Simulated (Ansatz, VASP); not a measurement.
## Two plane-wave programs on MgB2

```xyz
3
Lattice="3.0617 0.0000 0.0000 -1.5308 2.6515 0.0000 0.0000 0.0000 3.5045" Properties=species:S:1:pos:R:3 pbc="T T T"
Mg    0.0000    0.0000    0.0000
B     0.0000    1.7677    1.7522
B     1.5308    0.8838    1.7522
```

Alike in both runs: functional PBEsol; k mesh 15 × 15 × 12; occupations gaussian, width 0.1 eV; no spin polarisation.

Ansatz relaxed the structure, and its values are those at the end. VASP's run is a single point on that final structure, the one shown.

```csv
,VASP,Ansatz
version,VASP 6.6.1,Ansatz 0.2.0
potentials or method,"VASP PAW PBE potentials, release 64 (Mg, B)","scalar-relativistic, plane waves, PAW"
plane-wave cutoff (eV),520,420
valence electrons in the cell,8,16
```

|  | VASP | Ansatz | Ansatz less VASP |
| --- | --- | --- | --- |
| gap on the k mesh at the Fermi level (eV) | none | none | - |
| pressure (GPa) | 0.0 | 0.0 | 0.00 |

A gap of «none» marks a metal or a gap that the smearing closes. The two sets of potentials don't hold the same shells in valence.

Caveats: the PAW data sets were made with another functional, which shifts forces and pressure a little (VASP).
